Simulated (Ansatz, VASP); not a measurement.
**Hf in VASP and in Ansatz**

```
CELL_PARAMETERS angstrom
3.19670 0.00000 0.00000
-1.59835 2.76842 0.00000
0.00000 0.00000 5.05780
ATOMIC_POSITIONS crystal
Hf 0.33333 0.66667 0.25000
Hf 0.66667 0.33333 0.75000
```

Alike in both runs: task single point; functional PBE; k mesh 13 × 13 × 7; occupations fermi-dirac, width 0.05 eV; no spin polarisation.

|  | VASP | Ansatz |
| --- | --- | --- |
| version | VASP 6.6.1 | Ansatz 0.2.0 |
| potentials or method | VASP PAW PBE potentials, release 64 (Hf_pv), cutoff 520 eV | all-electron LAPW, scalar-relativistic |

```tsv
	VASP	Ansatz	Ansatz less VASP
pressure (GPa)	0.3	0.8	+0.46
largest component of the traceless stress (GPa)	0.15	0.07	-0.074
```

Ansatz ran all-electron here, so the differences hold the error of VASP's frozen core and of both bases.

The runs have no spin-orbit coupling, so splittings on Hf are missing.
